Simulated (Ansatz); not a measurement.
# MoP: the cost of one run

Computed with Ansatz 0.2.0 (DFT PBEsol, scalar-relativistic, unless a step's input says otherwise).

### Step 1. The system as given

The structure is hexagonal, space group P-6m2 (No. 187). The conventional cell has a = 3.223 Å, b = 3.223 Å, c = 3.191 Å, α = 90.00°, β = 90.00°, γ = 120.00°. Mo (site symmetry -6m2) has 6 P at 2.45 Å as nearest neighbours. Around P (site symmetry -6m2) lie 6 Mo at 2.45 Å.

Structure file:

```cif
data_structure
_symmetry_space_group_name_H-M 'P 1'
_symmetry_Int_Tables_number 1
_cell_length_a 3.2230
_cell_length_b 3.2230
_cell_length_c 3.1910
_cell_angle_alpha 90.000
_cell_angle_beta 90.000
_cell_angle_gamma 120.000
_cell_volume 28.71
loop_
_atom_site_label
_atom_site_type_symbol
_atom_site_fract_x
_atom_site_fract_y
_atom_site_fract_z
_atom_site_occupancy
Mo1 Mo 0.00000 0.00000 0.00000 1
P1 P 0.33333 0.66667 0.50000 1
```

Atoms are numbered in the order of the input: Mo1, P2.

### Step 2. After the deformation

Space group P-6m2 before, P-6m2 after.

### Step 3. All-electron LAPW

The input, input.yaml:

```yaml
crystal:
  lattice:
    - [3.2230000535, 0.0, 0.0]
    - [-1.6115000268, 2.7911999227, 0.0]
    - [0.0, 0.0, 3.25482]
  atoms:
    - { symbol: Mo, position: [0.0, 0.0, 0.0] }
    - { symbol: P, position: [0.3333333333, 0.6666666667, 0.5] }
kpoints:
  mp_grid: { grid: [15, 15, 13] }
  band_path:
    path:
      - [0.0, 0.0, 0.0]
      - [0.5, 0.0, 0.0]
      - [0.3333333333, 0.3333333333, 0.0]
      - [0.0, 0.0, 0.0]
      - [0.0, 0.0, 0.5]
      - [0.5, 0.0, 0.5]
      - [0.3333333333, 0.3333333333, 0.5]
      - [0.0, 0.0, 0.5]
      - [0.5, 0.0, 0.5]
    npoints: 5
scf:
  occupations: { method: fermi_dirac, width: 0.08 }
hamiltonian:
  xc: pbesol
  pseudopotentials: { kind: all_electron, lapw: { basis_error: 0.00025 } }
output:
  forces: true
  stress: true
  eigenvalues: true
```

Run with:

```sh
$ ansatz run input.yaml --threads 1 --pin off --max-ram 3072MiB --backend cpu --events-out ev --progress --plain --runs-dir out
```

What time and memory should one allow on 1 thread of Intel Xeon 6975P-C (Granite Rapids), shared host?

About 31 s, with a peak of 0.62 GiB.
